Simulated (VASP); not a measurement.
Wanted: the native input for a VASP 6.6.1 run.

```
Task                   : single point
Functional             : PBEsol
Potentials or basis    : VASP PAW PBE potentials, release 64 (Cd, S)
Cutoff                 : 520 eV
k mesh                 : 8 × 8 × 4
Occupations            : gaussian, width 0.02 eV
Spin                   : no spin polarisation
Dipole correction      : no
Further INCAR settings : ALGO = Fast; EDIFF = 1e-06; NBANDS = 26
```

The structure of CdS lies in POSCAR:

```
CdS
1.0
    2.1555797954     -3.7039373274      0.0000000000
    2.1555797954      3.7039373274      0.0000000000
    0.0000000000      0.0000000000      6.8845497637
Cd S
2 2
Direct
    0.8433097214      0.1566902786      1.0000377370
    0.1566902786      0.8433097214      0.5000377370
    0.1812495178      0.8187504822      0.8749622630
    0.8187504822      0.1812495178      0.3749622630
```

The cell is a database's computed one.

The cell isn't the ideal one: Te replaced by S, lengths x 0.930, strained and moved within the space group.

One way to write it, as run:

INCAR

```
SYSTEM = CdS
ALGO     = Fast           ! electronic algorithm
EDIFF    = 1E-6           ! SCF threshold, eV
ENCUT    = 520            ! plane-wave cutoff, eV
GGA      = PS             ! functional
ISIF     = 2              ! what is computed and relaxed
ISMEAR   = 0              ! smearing method
LASPH    = .TRUE.         ! aspherical terms in the spheres
LCHARG   = .FALSE.        ! write CHGCAR
LREAL    = .FALSE.        ! projectors in reciprocal space
LWAVE    = .FALSE.        ! write WAVECAR
NBANDS   = 26             ! bands
NELM     = 100            ! most SCF steps
PREC     = Accurate       ! precision mode
SIGMA    = 0.02           ! smearing width, eV
```

KPOINTS

```
k-points
0
G
  8 8 4
  0 0 0
```

Potentials or basis: VASP PAW PBE potentials, release 64 (Cd, S).

Command:

```sh
$ cat potpaw_PBE.64/Cd/POTCAR potpaw_PBE.64/S/POTCAR > POTCAR
$ mpirun -np 1 vasp_std > vasp.out
```

It gave:

* Pressure: -4.9 GPa
* Largest force: 0.218 eV/Å
* Band gap on the k mesh: 0.86 eV, direct

Caveat: the PAW data sets were made with another functional, which shifts forces and pressure a little.

Wall time 110 s on 1 thread of AMD EPYC 9R45 96-Core Processor (Zen 5) (shared host), peak memory 0.28 GiB.
